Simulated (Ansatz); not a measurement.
# Point defect: H interstitial in KBr

Computed with Ansatz 0.2.0, DFT PBE, scalar-relativistic, plane waves, PAW. Settings: 420 eV cutoff, 2×2×2 k-mesh, shifted by half a step, Gaussian smearing of 0.01 eV, collinear spin in charge 0 alone.

Host crystal, relaxed:

```
CELL_PARAMETERS angstrom
0.00000 3.34997 3.34997
3.34997 0.00000 3.34997
3.34997 3.34997 0.00000
ATOMIC_POSITIONS crystal
K 0.00000 0.00000 0.00000
Br 0.50000 0.50000 0.50000
```

Supercell of 32 atoms, rows in host cell vectors: -1 -1 -1; -1 -1 3; -1 3 -1. Atoms relax at the host's cell, keeping the symmetry that the supercell leaves at the site. The cell is small, so energies carry finite-size errors of tenths of an eV. The host's Kohn–Sham gap is 4.32 eV.

Defect: H interstitial, charge 0.

Command:

```bash
ansatz run input.yaml --threads 4 --pin off --max-ram 6144MiB --backend cpu --events-out ev --progress --plain --runs-dir out
```

The input:

```yaml
crystal:
  lattice:
    - [-6.6999343902, -6.6999343902, -6.6999343902]
    - [6.6999343902, 6.6999343902, -6.6999343902]
    - [6.6999343902, -6.6999343902, 6.6999343902]
  atoms:
    - { symbol: K, position: [0.25, 0.5, 0.25] }
    - { symbol: K, position: [0.25, 0.25, 0.5] }
    - { symbol: K, position: [0.0, 0.5, 0.5] }
    - { symbol: K, position: [0.25, 0.0, 0.75] }
    - { symbol: K, position: [0.0, 0.25, 0.75] }
    - { symbol: K, position: [0.75, 0.5, 0.75] }
    - { symbol: K, position: [0.25, 0.75, 0.0] }
    - { symbol: K, position: [1.0, 0.0, 0.0], spin: 0.111 }
    - { symbol: K, position: [0.75, 0.25, 0.0], spin: 0.111 }
    - { symbol: K, position: [0.5, 0.5, 0.0] }
    - { symbol: K, position: [0.0, 0.75, 0.25] }
    - { symbol: K, position: [0.75, 0.0, 0.25], spin: 0.111 }
    - { symbol: K, position: [0.5, 0.25, 0.25] }
    - { symbol: K, position: [0.75, 0.75, 0.5] }
    - { symbol: K, position: [0.5, 0.0, 0.5] }
    - { symbol: K, position: [0.5, 0.75, 0.75], spin: 0.111 }
    - { symbol: Br, position: [0.25, 0.75, 0.5] }
    - { symbol: Br, position: [0.25, 0.5, 0.75] }
    - { symbol: Br, position: [0.0, 0.75, 0.75] }
    - { symbol: Br, position: [0.25, 0.25, 0.0] }
    - { symbol: Br, position: [0.0, 0.5, 0.0] }
    - { symbol: Br, position: [0.75, 0.75, 0.0], spin: 0.111 }
    - { symbol: Br, position: [0.25, 0.0, 0.25] }
    - { symbol: Br, position: [0.0, 0.25, 0.25], spin: 0.111 }
    - { symbol: Br, position: [0.75, 0.5, 0.25] }
    - { symbol: Br, position: [0.5, 0.75, 0.25] }
    - { symbol: Br, position: [0.0, 0.0, 0.5] }
    - { symbol: Br, position: [0.75, 0.25, 0.5] }
    - { symbol: Br, position: [0.5, 0.5, 0.5] }
    - { symbol: Br, position: [0.75, 0.0, 0.75], spin: 0.111 }
    - { symbol: Br, position: [0.5, 0.25, 0.75] }
    - { symbol: Br, position: [0.5, 0.0, 0.0], spin: 0.111 }
    - { symbol: H, position: [0.75, 0.0, 0.0], spin: 0.111 }
  host:
    lattice:
      - [0.0, 3.3499671951, 3.3499671951]
      - [3.3499671951, 0.0, 3.3499671951]
      - [3.3499671951, 3.3499671951, 0.0]
    atoms:
      - { symbol: K, position: [0.0, 0.0, 0.0] }
      - { symbol: Br, position: [0.5, 0.5, 0.5] }
basis:
  ecutwfc: 420
  xc_grid: 2
kpoints:
  mp_grid: { grid: [2, 2, 2], shift: [0.5, 0.5, 0.5] }
hamiltonian:
  xc: pbe
scf:
  occupations: { method: gaussian, width: 0.01 }
output:
  forces: true
  stress: false
  eigenvalues: true
  populations: true
  charged_corrections:
    defect_position: [0.75, 0.0, 0.0]
    epsilon: [[5.6559, 0.0, 0.0], [0.0, 5.6559, 0.0], [0.0, 0.0, 5.6559]]
  write_density: true
  write_potential: true
  elf: true
  volumetric_format: npy
magnetization:
  spin_polarized: true
relax:
  adjacent_minimum: "off"
  f_tol: 0.025
  max_steps: 45
```

From the output:

```
Warning: RAYON_NUM_THREADS=4 ignored (pool sized by the plan → 4); use --threads N
Crystal: 33 atoms, lattice volume = 1203.017 Å³
Basis set: ecut = 420 eV, 23455 PW (Γ), exchange–correlation on 160×160×160 points (8 copies of the dense FFT grid, shifted against one another)
Bands: 162, of which v1, the nominal top of the filled ones, is band 129 counted from 1 (128 counted from 0)
Symmetry: 24 space group operations
Space group: I-43m (ITA 217), of the structure as read, at distance tolerance 1.1e-4 Å
k-points: 2 of 8 (time reversal used)
relax step   1: F+E_penalty+E_count = -69205.65929894 eV  Δ(F+E_penalty+E_count) = +0.000e0 eV  max|allowed force component| = 4.082e-2 eV/Å  Δτ_max = 0.0000 Å
relax step   2: F+E_penalty+E_count = -69205.66476826 eV  Δ(F+E_penalty+E_count) = -5.469e-3 eV  max|allowed force component| = 1.156e-2 eV/Å  Δτ_max = 0.0307 Å
SCF converged after 6 iterations
Free energy (F): -69205.664768 eV
E sigma→0 (E₀):  -69205.664768 eV
Fermi energy:    2.598172 eV
```

The relaxation gained 0.01 eV in 2 steps. It took 100 s on 4 threads of Arm Neoverse V1, on a shared host, peak memory 3.5 GiB.